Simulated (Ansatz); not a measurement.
PbS:

```
Pb S
1.0
     4.08970    0.00000    0.00000
    -2.04485    3.54178    0.00000
     0.00000    0.00000    3.78817
Pb S
1 1
Direct
  0.00000 0.00000 0.00000
  0.66667 0.33333 0.50000
```

Measurements of this composition are mostly on another form, of space group No. 225.

- Program: Ansatz 0.2.0
- Task: relaxation of cell and atoms
- Functional: PBEsol
- Dispersion: D3(BJ)
- Potentials or basis: Ansatz PAW
- Cutoff: 420 eV (not typed: the program's choice for these potentials)
- k mesh: 8 × 8 × 7
- Occupations: fermi-dirac, width 0.05 eV
- Spin: no spin polarisation

At the start: volume 27.44 Å³/atom.

Question: Where does the relaxation end?

Answer: It ends after 5 steps and the volume is 24.71 Å³/atom (-10.0 %); space group P-6m2 (No. 187, to 0.05 Å).

Step by step:
```csv
step,energy change (eV),largest force (eV/Å),volume (Å³)
1,0.0000,0.0000,54.87
2,-0.0730,0.0000,48.03
3,-0.0850,0.0000,49.66
4,-0.0854,0.0000,49.41
5,-0.0850,0.0000,49.41
```

Final structure:
```
CELL_PARAMETERS angstrom
3.90752 0.00000 0.00000
-1.95376 3.38401 0.00000
0.00000 0.00000 3.73665
ATOMIC_POSITIONS crystal
Pb 0.00000 0.00000 0.00000
S 0.66667 0.33333 0.50000
```

Caveat: the plane-wave basis is chosen anew once the cell has moved, so the energies of steps on either side of that aren't comparable; pairwise dispersion overbinds metals, which lowers pressure and volume; the PAW data sets come from PBE, with cores solved anew for the run's functional, which leaves a small shift of forces and pressure.
